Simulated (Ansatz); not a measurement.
A 3-atom cell of Na2S started from a crystallographic database, relaxed with r2SCAN, was run in the PAW code Ansatz under altered settings. All numbers are computed, without spin polarisation but where a row says otherwise.

```yaml
crystal:
  lattice:
    - [0.00000, 3.25543, 3.25543]
    - [3.25543, 0.00000, 3.25543]
    - [3.25543, 3.25543, 0.00000]
  atoms:
    - { symbol: Na, position: [0.25000, 0.25000, 0.25000] }
    - { symbol: Na, position: [0.75000, 0.75000, 0.75000] }
    - { symbol: S, position: [0.00000, 0.00000, 0.00000] }
```

The base run's other keys:
```yaml
kpoints:
  mp_grid: { grid: [4, 4, 4] }
hamiltonian:
  xc: hse06
scf:
  occupations: { method: fixed }
  n_extra_bands: 4
```

It takes 11 iterations with 1363 plane waves at 420 eV and 8 k points, and leaves a mean stress of +0.18 GPa. The gap over this mesh is 3.527 eV. It ran on 4 threads of Arm Neoverse N1, on a shared host.

Outcomes, with energy and stress as changes against the base:
```tsv
setting	outcome	ΔF (meV/atom)	Δ mean stress (GPa)	gap on the mesh (eV)	iterations	wall time
PBE hybrid, exx coeff 0.35, omega 0.3 1/Å	converged	–	-0.2	3.655	11	7 s
PBE hybrid, exx coeff 0.05, omega 0.1 1/Å	converged	–	+0.5	2.786	9	6.5 s
PBE hybrid, exx coeff 0.1, unscreened	converged	–	+0.4	3.191	10	6.5 s
PBE hybrid, exx coeff 0.5, omega 0.5 1/Å	converged	–	-0.2	3.527	14	8 s
PBE hybrid, exx coeff 1.5, omega 0.3 1/Å	refused	–	–	–	–	0.03 s
scf.convergence.dr2_threshold: 1e-12	converged	0.0	0.0	3.527	16	7.2 s
```
A dash marks a value that wasn't obtained or can't be compared. Stress is positive in compression. The base took 6.9 s.

- PBE hybrid, exx coeff 0.35, omega 0.3 1/Å. That is 35 % exact exchange, screened with ω = 0.3 1/Å, against HSE06's 25 % screened at 0.208 1/Å. The mean stress moves by -0.2 GPa and the gap on the mesh by +0.128 eV (to 3.655). Totals of different functionals aren't comparable.
- PBE hybrid, exx coeff 0.05, omega 0.1 1/Å. That is 5 % exact exchange, screened with ω = 0.1 1/Å, against HSE06's 25 % screened at 0.208 1/Å. The mean stress moves by +0.5 GPa and the gap on the mesh by -0.741 eV (to 2.786). Totals of different functionals aren't comparable. The program warns that on this mesh the truncation of the exchange isn't bounded, so part of the change can be an error of the mesh.
- PBE hybrid, exx coeff 0.1, unscreened. That is 10 % exact exchange, at all ranges, against HSE06's 25 % screened at 0.208 1/Å. The mean stress moves by +0.4 GPa and the gap on the mesh by -0.337 eV (to 3.191). Totals of different functionals aren't comparable.
- PBE hybrid, exx coeff 0.5, omega 0.5 1/Å. That is 50 % exact exchange, screened with ω = 0.5 1/Å, against HSE06's 25 % screened at 0.208 1/Å. The mean stress moves by -0.2 GPa and the gap on the mesh by -0.001 eV (to 3.527). Totals of different functionals aren't comparable.
- PBE hybrid, exx coeff 1.5, omega 0.3 1/Å. The input is refused before any iteration. Error: invalid value for `hamiltonian.xc.exx.coeff`: must be finite and in (0, 1]; got 1.5

Within 1 meV an atom, 0.1 GPa and 0.005 eV of the base stay: scf.convergence.dr2_threshold: 1e-12.

The program warns that its thresholds are loose for a hybrid's stress.

The meshes of the hybrids are coarse, so their gaps aren't converged to the digits shown.
